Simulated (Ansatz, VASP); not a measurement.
## Bi: VASP beside Ansatz

Contents of INCAR:

```
SYSTEM = Bi
PREC = Accurate
ENCUT = 520
EDIFF = 1E-7
ISMEAR = 0
SIGMA = 0.1
LREAL = .FALSE.
LASPH = .TRUE.
NELM = 100
ALGO = Fast
ISIF = 2
LWAVE = .FALSE.
LCHARG = .FALSE.
GGA = PS
NBANDS = 38
```

File KPOINTS:

```
Automatic mesh
0
G
  6 6 4
  0 0 0
```

The input POSCAR:

```
Bi
1.0
    2.0449810621     -6.4871000460      0.0000000000
    2.0449810621      6.4871000460      0.0000000000
    0.0000000000      0.0000000000      5.4120948956
Bi
4
Direct
    0.0980000000      0.9020000000      0.9100000000
    0.5980000000      0.4020000000      0.5900000000
    0.9020000000      0.0980000000      0.0900000000
    0.4020000000      0.5980000000      0.4100000000
```

Input for Ansatz:

```yaml
crystal:
  lattice:
    - [2.0449810621, -6.487100046, 0.0]
    - [2.0449810621, 6.487100046, 0.0]
    - [0.0, 0.0, 5.4120948956]
  atoms:
    - { symbol: Bi, position: [0.098, 0.902, 0.91] }
    - { symbol: Bi, position: [0.598, 0.402, 0.59] }
    - { symbol: Bi, position: [0.902, 0.098, 0.09] }
    - { symbol: Bi, position: [0.402, 0.598, 0.41] }
basis:
  ecutwfc: 420
kpoints:
  mp_grid: { grid: [6, 6, 4] }
hamiltonian:
  xc: pbesol
scf:
  occupations: { method: gaussian, width: 0.1 }
  lower_state_search: "off"
output:
  forces: true
  stress: true
  eigenvalues: true
```

Alike in both runs: task single point; functional PBEsol; k mesh 6 × 6 × 4; occupations gaussian, width 0.1 eV; no spin polarisation.

```csv
,VASP,Ansatz
version,VASP 6.6.1,Ansatz 0.2.0
potentials or method,"VASP PAW PBE potentials, release 64 (Bi_d)","scalar-relativistic, plane waves, PAW"
plane-wave cutoff (eV),520,420
valence electrons in the cell,60,60
```

```csv
,VASP,Ansatz,Ansatz less VASP
gap on the k mesh at the Fermi level (eV),0.09,0.09,+0.002
least direct gap on the mesh (eV),0.09,0.09,+0.002
pressure (GPa),16.6,16.6,+0.02
largest component of the traceless stress (GPa),3.41,3.42,+0.013
rms of the force components (eV/Å),2.468,2.459,-0.0088
```

Atom by atom the forces differ by 0.009 eV/Å (rms over components). With one functional, cell and mesh, what is left measures potentials, basis and numerics.

Caveats: so large a pressure means that the cell lies far from this level's equilibrium, or that cutoff or potentials fall short (VASP); the potentials were made for another functional, which shifts forces and pressure (VASP); spin-orbit coupling is left out, which as a rule narrows the gap of such compounds by several tenths of an eV. A k mesh can miss the band edges.
